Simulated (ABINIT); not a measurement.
GaAs:

```
As Ga
1.0
     0.00000    2.82685    2.82685
     2.82685    0.00000    2.82685
     2.82685    2.82685    0.00000
As Ga
1 1
Cartesian
  4.2403 4.2403 4.2403
  0.0000 0.0000 0.0000
```

Base run:

- Program: ABINIT 10.8.3 (patched build)
- Functional: OLYP
- Potentials or basis: JTH PAW PBE v2.0
- Cutoff: 463 eV
- k mesh: 8 × 8 × 8
- Occupations: fermi-dirac, width 0.05 eV
- Spin: no spin polarisation

Its results: band gap on the k mesh 0.78 eV, direct; pressure 4.3 GPa.

Task: After a change of settings the same cell gave: band gap on the k mesh 0.34 eV, direct; pressure 6.1 GPa. Which change was it?
A. functional from OLYP to AM05; potentials or basis from JTH PAW PBE v2.0 to JTH PAW PBE v2.0 sp; valence electrons from 28 to 18
B. functional from OLYP to LDA-VWN; potentials or basis from JTH PAW PBE v2.0 to JTH PAW LDA v2.0 sp; valence electrons from 28 to 18
C. functional from OLYP to SOGGA
D. functional from OLYP to rPW86PBE

Result: D.

Caveats: the PAW data sets were made with another functional, which shifts forces and pressure a little.

Not every run made on this cell is shown here.
